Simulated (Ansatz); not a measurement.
Relaxed bulk HfSi2, space group Cmcm (No. 63):

```cif
data_structure
_symmetry_space_group_name_H-M 'Cmcm'
_symmetry_Int_Tables_number 63
_cell_length_a 3.6503
_cell_length_b 14.3434
_cell_length_c 3.6357
_cell_angle_alpha 90.000
_cell_angle_beta 90.000
_cell_angle_gamma 90.000
_cell_volume 190.35
loop_
_atom_site_label
_atom_site_type_symbol
_atom_site_symmetry_multiplicity
_atom_site_Wyckoff_symbol
_atom_site_fract_x
_atom_site_fract_y
_atom_site_fract_z
_atom_site_occupancy
Hf1 Hf 4 c 0.00000 0.39530 0.75000 1
Si1 Si 4 c 0.00000 0.05518 0.75000 1
Si2 Si 4 c 0.50000 0.25021 0.75000 1
```

Miller indices refer to the conventional cell of Cmcm (No. 63), a = 3.650 Å, b = 14.343 Å, c = 3.636 Å, α = 90.00°, β = 90.00°, γ = 90.00°.

The (001) slab of 7 planes, 10.9 Å thick with 15 Å of vacuum as cut; outer planes HfSi2 (top) and HfSi2 (bottom).

All numbers below come from Ansatz 0.2.0, DFT PBEsol, scalar-relativistic, plane waves, PAW. Cutoff 420 eV; k points 10×5×1 on the computed 21-atom cell (Γ-centred); Gaussian smearing, width 0.10 eV; no spin polarisation. A dipole correction removes the field between periodic images along c.

The work function is left out: read from the slab's Fermi level and from the bulk's it differs by over 0.3 eV, so the slab is too thin for it.

With the atoms at the bulk's places:

```
Surface energy (mean of both faces) : 1.86 J/m²
```

Q: What changes when all atoms relax?

A: The energy falls by 0.166 J/m² a face, and the largest move is 0.24 Å.

```
Surface energy (mean of both faces) : 1.69 J/m²
```

| plane (bottom to top) | atoms | spacing to next, bulk (Å) | relaxed (Å) | change (%) | rumpling (Å) |
| --- | --- | --- | --- | --- | --- |
| 1 | HfSi2 | 1.818 | 1.777 | -2.3 | 0.206 |
| 2 | HfSi2 | 1.818 | 1.852 | +1.9 | 0.075 |
| 3 | HfSi2 | 1.818 | 1.827 | +0.5 | 0.031 |
| 4 | HfSi2 | 1.818 | 1.827 | +0.5 | 0.000 |
| 5 | HfSi2 | 1.818 | 1.852 | +1.9 | 0.031 |
| 6 | HfSi2 | 1.818 | 1.777 | -2.3 | 0.075 |
| 7 | HfSi2 |  |  |  | 0.206 |

Slabs this thin can still miss converged surface energies by a few hundredths of a J/m² and work functions by about a tenth of an eV.

Spin-orbit coupling is left out, which matters for the bands of heavy elements.

γ = (E_slab − N·E_bulk)/2A = 5.537 eV / (2 × 26.18 Å²) = 105.7 meV/Å² = 1.69 J/m², with N = 21 atoms. The top two spacings change in opposite senses (-2.3 and +1.9 %). The top plane, flat in the bulk, buckles with Si 0.12 Å above Hf.

Relaxation lowers the surface energy from 1.86 to 1.69 J/m², and it does so more by buckling than by rigid shifts of whole planes: the outer spacing shrinks by only 2.3 %, while the outer plane rumples by 0.206 Å. The coordinates show why this cut is costly. The zigzag Si chains run along c and the square Si nets also bond from plane to plane, so a (001) surface severs covalent Si–Si bonds as well as Hf–Si contacts, and each outermost Si loses half of its nearest Si neighbours. Hf probably sinks relative to Si to strengthen its remaining bonds to the layer below. The rumpling exceeds the 0.12 Å offset between Si and Hf, which suggests that the chain and net Si atoms relax to different heights. The distortion fades inward, but the spacings do not strictly alternate, since the third expands slightly like the second. With a single surface cell and one orientation, neither a reconstruction with a longer period nor the preferred cleavage plane can be judged.
